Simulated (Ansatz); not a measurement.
# Sn in Ansatz: the effect of functional

Sn:

```
Sn
1.0
     0.00000    3.18964    3.18964
     3.18964    0.00000    3.18964
     3.18964    3.18964    0.00000
Sn
2
Direct
  0.75000 0.75000 0.75000
  0.50000 0.50000 0.50000
```

This isn't the form of Sn at room conditions, which is tetragonal (white tin).

The cell isn't the ideal one: volume scaled by 0.96.

Alike in all runs:

* Program: Ansatz 0.2.0
* Task: single point
* Potentials or basis: Ansatz PAW
* k mesh: 7 × 7 × 7
* Occupations: fermi-dirac, width 0.05 eV
* Spin: no spin polarisation

| functional | cutoff | pressure (GPa) |
| --- | --- | --- |
| LDA | 420 eV (not typed: the program's choice for these potentials) | 2.2 |
| r2SCAN | 500 eV (not typed: the program's choice for these potentials) | ? |
| PBE | 420 eV (not typed: the program's choice for these potentials) | 6.2 |

Question: What does the run with functional r2SCAN give?

Answer: Pressure 4.6 GPa.

Caveats: the PAW data sets come from PBE, with cores solved anew for the run's functional, which leaves a small shift of forces and pressure (some runs).
